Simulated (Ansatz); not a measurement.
Is this Al structure stable?

The cell was reached from a generator's guess, though it ends in a space group that the Crystallography Open Database lists for this formula.

Method: DFT PBE, scalar-relativistic, plane waves, PAW in Ansatz 0.2.0. Cutoff 420 eV, Γ-centred 24×24×24 mesh (1-atom cell), Gaussian smearing of 0.10 eV, no spin polarisation.

```cif
data_structure
_symmetry_space_group_name_H-M 'Im-3m'
_symmetry_Int_Tables_number 229
_cell_length_a 3.2351
_cell_length_b 3.2351
_cell_length_c 3.2351
_cell_angle_alpha 90.000
_cell_angle_beta 90.000
_cell_angle_gamma 90.000
_cell_volume 33.86
loop_
_atom_site_label
_atom_site_type_symbol
_atom_site_symmetry_multiplicity
_atom_site_Wyckoff_symbol
_atom_site_fract_x
_atom_site_fract_y
_atom_site_fract_z
_atom_site_occupancy
Al1 Al 2 a 0.00000 0.00000 0.00000 1
```

Energies count from the standard state of Al at the same level.

Q: These tests were run: phonons on a 4×4×4 q mesh; elastic tensor. What do they show?

A:

```
                     test                             result
phonons on a 4×4×4 q mesh  imaginary modes down to 108i cm⁻¹
           elastic tensor           least eigenvalue -33 GPa
```

It fails 2 tests: phonons on a 4×4×4 q mesh and elastic tensor. So it isn't even a local minimum.

The run for the phonons used a 24×24×24 k mesh and Fermi–Dirac smearing of 0.15 eV. The run for the elastic tensor used a 24×24×24 k mesh and Fermi–Dirac smearing of 0.15 eV.
